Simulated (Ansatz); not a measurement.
# Relativistic treatment of S

```yaml
crystal:
  lattice:
    - [0.00000, 2.89610, 2.89610]
    - [2.89610, 0.00000, 2.89610]
    - [2.89610, 2.89610, 0.00000]
  atoms:
    - { symbol: S, position: [0.00000, 0.00000, 0.00000] }
    - { symbol: S, position: [0.25000, 0.25000, 0.25000] }
```

Atoms are numbered in the order listed.

The structure comes from a relaxation in the same program, started in the diamond type, and has space group Fd-3m. Whether it is a known phase or the ground state wasn't checked.

One fixed cell is solved with PBE by all-electron LAPW in Ansatz 0.2.0 under different relativistic treatments. Pressure is positive in compression.

Settings: a Γ-centred 12×12×12 k mesh, Fermi–Dirac smearing of 0.05 eV, basis error target 1 meV/atom, no spin polarisation.

```
            setting  P (GPa)  lowest level at Γ above −25 eV, from the valence-band top or, without a gap, the Fermi level (eV)
scalar-relativistic        ?                                                                                             -15.72
   non-relativistic     0.12                                                                                                  ?
```

(1) Give the missing entry: row "scalar-relativistic", column "P (GPa)".

(2) Fill in "lowest level at Γ above −25 eV, from the valence-band top or, without a gap, the Fermi level (eV)" for the row "non-relativistic".

Results:

(1) 0.02.

(2) -15.62.
